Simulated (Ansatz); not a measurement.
# BAs: the change of pressure with volume per atom

Results calculated with Ansatz 0.2.0, not measured. Periodic Kohn-Sham DFT of a crystal at fixed atoms; pressure and stress are positive in compression; the energy is the free energy less that of spherical unpolarised free atoms; site moments are those in the method's own spheres, positive along +z.

Cell of the first row (space group F-43m, No. 216):
```
BAs
1.0
      0.0000     2.3397     2.3397
      2.3397     0.0000     2.3397
      2.3397     2.3397     0.0000
B As
1 1
Direct
  0.00000 0.00000 0.00000
  0.75000 0.75000 0.75000
```

Settings of every row: method frozen-core PAW; functional LDA; relativity scalar; k mesh 15x15x15; filling fermi-dirac; smearing width 0.03 eV; wave cutoff 420 eV; paw set soft_2.

Atom start moment: 0 on all atoms.

Limits: PAW files made with PBE.

```csv
row,volume per atom (Å³),pressure (GPa)
1,12.809,?
2,13.081,1.892
3,13.354,-1.168
4,13.49,-2.583
5,13.626,-3.925
6,13.762,-5.2
7,13.899,-6.409
8,14.171,-8.645
9,14.444,-10.656
```

Question: what pressure should row 1 give?

Worked fit of pressure. Take u = (V_r/V)^(2/3) − 1 with V_r = 13.694 Å³ an atom, which is twice the finite (Eulerian) strain; such expansions in the strain, on which the Birch-Murnaghan equation of state is built, carry the rest volume and the bulk modulus. The shown rows have u = 0.031, 0.0169, 0.01006, 0.00332, -0.0033, -0.00986, -0.02257, -0.03492. Least squares give pressure = −4.5679 + 192.348 × u + 516.67 × u² GPa; a straight line predicts inner rows, each left out in turn, worse (root mean square 0.17 against 0.0037 GPa). The rows lie off it by 0.001, 0.002, -0.002, -0.001, -0.003, 0.005, 0.001, -0.001 (root mean square 0.0024 GPa). The pressure vanishes at u = 0.0224, or V = 13.25 Å³ an atom, and there the bulk modulus at fixed shape and fractions is B = −V dP/dV = (2/3)(1 + u) dP/du = 147 GPa. The withheld row has u = 0.04555, so the fit gives −4.5679 + 192.348 × (0.04555) + 516.67 × (0.04555)² = 5.266 GPa.

The calculation gave 5.289 GPa. The fit lies 0.023 GPa (0.14 % of the column's range) below it; its largest miss of a shown row is 0.005 GPa. This row lies beyond the range of the fit.
